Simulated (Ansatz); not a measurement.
## TaSi₂ under strain: 181Ta nuclear quadrupole resonance

Cell: an entry of the Crystallography Open Database (COD), relaxed with PBE at fixed cell and then changed (z stretched by 2 %, ions relaxed).

```yaml
crystal:
  lattice:
    - [4.78390, 0.00000, 0.00000]
    - [-2.39195, 4.14298, 0.00000]
    - [0.00000, 0.00000, 6.70140]
  atoms:
    - { symbol: Ta, position: [0.50000, 0.00000, 0.00000] }
    - { symbol: Ta, position: [0.50000, 0.50000, 0.66667] }
    - { symbol: Ta, position: [0.00000, 0.50000, 0.33333] }
    - { symbol: Si, position: [0.15953, 0.31907, 0.00000] }
    - { symbol: Si, position: [0.84047, 0.15953, 0.66667] }
    - { symbol: Si, position: [0.68093, 0.84047, 0.33333] }
    - { symbol: Si, position: [0.84047, 0.68093, 0.00000] }
    - { symbol: Si, position: [0.15953, 0.84047, 0.66667] }
    - { symbol: Si, position: [0.31907, 0.15953, 0.33333] }
```

Atoms are numbered from 1 in the order listed; like atoms form one site, named after its first atom.

Method: Kohn–Sham DFT in Ansatz, PBE, plane waves and PAW, scalar-relativistic, 420 eV cutoff, Γ-centred 11×11×7 k-points, Fermi–Dirac smearing 0.05 eV.

181Ta: I = 7/2, Q = 3170 mb (year-2017 value). Static lattice, zero field.

(1) At which frequencies do the 181Ta NQR lines lie?

Results:

(1) For I = 7/2 and η = 0 the lines are |C_Q|/14 times 1, 2 and 3; η shifts the lowest up most.

```
site    atoms  V_zz (10²¹ V/m²)  C_Q (MHz)     η  line frequencies (MHz)
  Ta  1, 2, 3             -7.93       -608  0.02       43.5, 86.8, 130.2
```

The run finds no gap above 0.1 eV (a metal, or nearly one), so the gradients can move by 10 % or more with the k-mesh. Without spin–orbit coupling the gradients at and beside Ta can be off by some per cent, at some sites by more. With these PAW files V_zz is typically within 2 to 3 % of all-electron values, but misses above 10 % occur on Ta.
